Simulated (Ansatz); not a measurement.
# PbO: the band gap up the ladder of functionals

An exercise on one series of results from a longer session: the logs are not shown, and one member is left open.

The runs shown are made with Ansatz 0.2.0. PAW datasets, plane waves. No spin polarisation and no zero-point or thermal motion.

### Starting point

The cell was relaxed beforehand with r2SCAN+rVV10.

The symmetry is Pbcm (No. 57, orthorhombic); a = 5.931 Å, b = 5.501 Å, c = 4.708 Å in the conventional setting, 19.20 Å³ an atom. Around Pb lie 4 O at 2.23–2.46 Å; around O lie 4 Pb at 2.23–2.46 Å.

Structure file:

```cif
data_structure
_symmetry_space_group_name_H-M 'Pbcm'
_symmetry_Int_Tables_number 57
_cell_length_a 5.9309
_cell_length_b 5.5012
_cell_length_c 4.7082
_cell_angle_alpha 90.000
_cell_angle_beta 90.000
_cell_angle_gamma 90.000
_cell_volume 153.62
loop_
_atom_site_label
_atom_site_type_symbol
_atom_site_symmetry_multiplicity
_atom_site_Wyckoff_symbol
_atom_site_fract_x
_atom_site_fract_y
_atom_site_fract_z
_atom_site_occupancy
Pb1 Pb 4 d 0.22980 0.98925 0.25000 1
O1 O 4 d 0.86689 0.09251 0.25000 1
```

The first run:

input.yaml

```yaml
crystal:
  lattice:
    - [5.9308856117, 0.0, 0.0]
    - [0.0, 5.5012422457, 0.0]
    - [0.0, 0.0, 4.7082397502]
  atoms:
    - { symbol: Pb, position: [0.2297951334, -0.0107543641, 0.25] }
    - { symbol: Pb, position: [0.7702048666, 1.0107543641, 0.75] }
    - { symbol: Pb, position: [0.2297951334, 0.5107543641, 0.75] }
    - { symbol: Pb, position: [0.7702048666, 0.4892456359, 0.25] }
    - { symbol: O, position: [0.8668887855, 0.0925092814, 0.25] }
    - { symbol: O, position: [0.1331112145, 0.9074907186, 0.75] }
    - { symbol: O, position: [0.8668887855, 0.4074907186, 0.75] }
    - { symbol: O, position: [0.1331112145, 0.5925092814, 0.25] }
kpoints:
  mp_grid: { grid: [4, 6, 6] }
  band_path:
    path:
      - [[0.0, 0.0, 0.0], [0.5, 0.0, 0.0], [0.5, 0.5, 0.0], [0.0, 0.5, 0.0], [0.0, 0.0, 0.0], [0.0, 0.0, 0.5], [0.5, 0.0, 0.5], [0.5, 0.5, 0.5], [0.0, 0.5, 0.5], [0.0, 0.0, 0.5]]
      - [[0.5, 0.0, 0.0], [0.5, 0.0, 0.5]]
      - [[0.0, 0.5, 0.0], [0.0, 0.5, 0.5]]
      - [[0.5, 0.5, 0.0], [0.5, 0.5, 0.5]]
    npoints: 10
hamiltonian:
  xc: pbe
scf:
  occupations: { method: fermi_dirac, width: 0.02 }
  n_extra_bands: 6
output:
  forces: true
  stress: true
  eigenvalues: true
```

The run is started by

```sh
$ ansatz run input.yaml --threads 4 --pin off --max-ram 7372MiB --backend cpu --events-out ev --progress --plain --runs-dir out
```

Steps of the session up to this table: Band structure with PBE; Single point with r2SCAN; Single point with HSE06; PBE+SOC at the same geometry; Single point with PBE0; Single point with LDA; Single point with DDH-PBE0; Single point with Hartree-Fock.

One table of the session follows, with a row left open; its other results are not shown here.

| level | gap (eV) |
| --- | --- |
| PBE | 2.12 |
| r2SCAN | 2.46 |
| HSE06 | 2.95 |
| PBE+SOC | 1.99 |
| PBE0 | 3.61 |
| LDA | ? |
| DDH-PBE0 | 2.96 |
| Hartree-Fock | 8.93 |

Estimate the missing values for LDA.

The run gave: gap (eV): 2.00. In the column «gap (eV)» it lies between PBE+SOC (1.99) and PBE (2.12).

Meshes: PBE 4×6×6, r2SCAN 4×6×6, HSE06 4×4×4, PBE+SOC 4×6×6, PBE0 4×4×4, LDA 4×6×6, DDH-PBE0 4×4×4, Hartree-Fock 4×4×4

PBE+SOC gives the least gap, 1.99 eV, and Hartree-Fock the largest, 8.93 eV. PBE reaches 72 % of the HSE06 value, and r2SCAN 83 %. PBE0 lies 0.66 eV above HSE06, which differs from it by screening the long-range exchange.

To keep in mind: Warnings in the runs' records: stress scf threshold loose, stress exchange threshold loose.
